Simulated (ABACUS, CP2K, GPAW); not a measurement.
# BP: bulk modulus by level of theory

**What was measured.** The bulk modulus of BP (F-43m) is reported as 174 GPa at 300 K (arxiv:1901.06272). The runs below try to reproduce it.

It takes space group F-43m (No. 216, cubic). Conventional cell: a = 4.538 Å, b = 4.538 Å, c = 4.538 Å, α = 90.00°, β = 90.00°, γ = 90.00°. Around P (site symmetry -43m) lie 4 B at 1.97 Å. Around B (site symmetry -43m) lie 4 P at 1.97 Å.

| rung | level | program and potentials | cutoff (eV) | k mesh | smearing | core time | chip | bulk modulus (GPa) | miss | notes |
| --- | --- | --- | --- | --- | --- | --- | --- | --- | --- | --- |
| GGA + dispersion | PBEsol+D3(BJ) | GPAW, PAW data sets generated for this functional | 800 | 10 × 10 × 10 | fermi-dirac 0.05 | 35 s | AMD EPYC 9R45 Zen 5 | 175.8 | +1.0 % | - |
| GGA + dispersion | BLYP+D4 | GPAW, PAW data sets generated for this functional | 800 | 10 × 10 × 10 | fermi-dirac 0.05 | 37 s | AMD EPYC 9R45 Zen 5 | 166.2 | -4.5 % | - |
| GGA | PW91 | GPAW, PAW data sets generated for this functional | 800 | 10 × 10 × 10 | fermi-dirac 0.05 | 38 s | AMD EPYC 9R45 Zen 5 | 162.1 | -6.8 % | - |
| GGA + dispersion | BP86+D4 | GPAW, PAW data sets generated for this functional | 800 | 10 × 10 × 10 | fermi-dirac 0.05 | 56 s | Intel Xeon 6975P-C Granite Rapids | 171.3 | -1.6 % | - |
| GGA | PBE | ABACUS, PseudoDojo NC SR 0.4.1 PBE standard, plane waves | 1034 | 10 × 10 × 10 | fermi-dirac 0.05 | 64 s | Intel Xeon 6975P-C Granite Rapids | 161.2 | -7.4 % | - |
| GGA + dispersion | PBE+D3(BJ) | GPAW, GPAW PAW data sets (gpaw-data 1.2.1) | 800 | 10 × 10 × 10 | fermi-dirac 0.05 | 91 s | Intel Xeon Platinum 8375C Ice Lake | 170.4 | -2.1 % | - |
| LDA | LDA | CP2K, GTH_POTENTIALS P GTH-PADE-q5, B GTH-PADE-q3; TZVP-MOLOPT-PBE-GTH basis | - | 10 × 10 × 10 | fermi-dirac 0.05 | 3.2 min | Arm Neoverse V1 | 174.1 | +0.1 % | atomic basis |

Times are single runs on shared hosts and different chips, so they are rough; meshes, cutoffs and the tasks' sizes weigh on the time. Task: equation of state. All rows: no spin polarisation. Smearing widths are in eV. The cell comes from a database and isn't always the measured one. Meshes are those of the run's cell of 2 atoms unless a note names another. Misses use the values as printed. Runs on faulty files, with rough fits or with known faults for this quantity aren't shown. No row holds spin-orbit coupling.

By rung: GGA + dispersion 166.2 to 175.8; GGA 161.2 to 162.1; LDA in atomic bases 174.1 (GPa). Measured: 174 GPa at 300 K (arxiv:1901.06272). Closest, coarse meshes and atomic bases left aside, is PBEsol+D3(BJ) (+1.0 %), and PBE misses by -7.4 % on plain settings. The runs are for a static lattice, while measurements hold temperature and zero-point motion.
